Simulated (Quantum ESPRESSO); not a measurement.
Ga: Wannier functions under several settings

```
Ga
1.0
     2.77842    0.00000    0.00000
     0.00000    3.28161    0.00000
    -1.34343    0.00000    3.99027
Ga
2
Direct
  0.13460 0.75000 0.77017
  0.86540 0.25000 0.22983
```

This isn't the form of Ga at room conditions, which is orthorhombic.

All runs used Quantum ESPRESSO 7.5; potentials PseudoDojo 0.4.1 SR LDA standard; k mesh 8 × 6 × 6; given cell; no spin polarisation; cutoff 1088 eV; occupations fermi-dirac, width 0.05 eV.

```tsv
level	start	Wannier mesh	spread a function (Å²)	RMS miss of the bands (meV)
LDA	atomic projections with disentanglement	6 × 5 × 4	0.79	31
LDA	atomic projections with disentanglement, not minimised	6 × 5 × 4	?	?
LDA	SCDM with an erfc weight	6 × 5 × 4	1.67	39
```

Question: What stands in the row left open?

Answer: Spread a function 1.13 Å²; RMS miss of the bands 37 meV.

Caveats: the Wannier minimisation didn't converge (some runs).

For the row left open. Caveat: the k mesh is coarse.
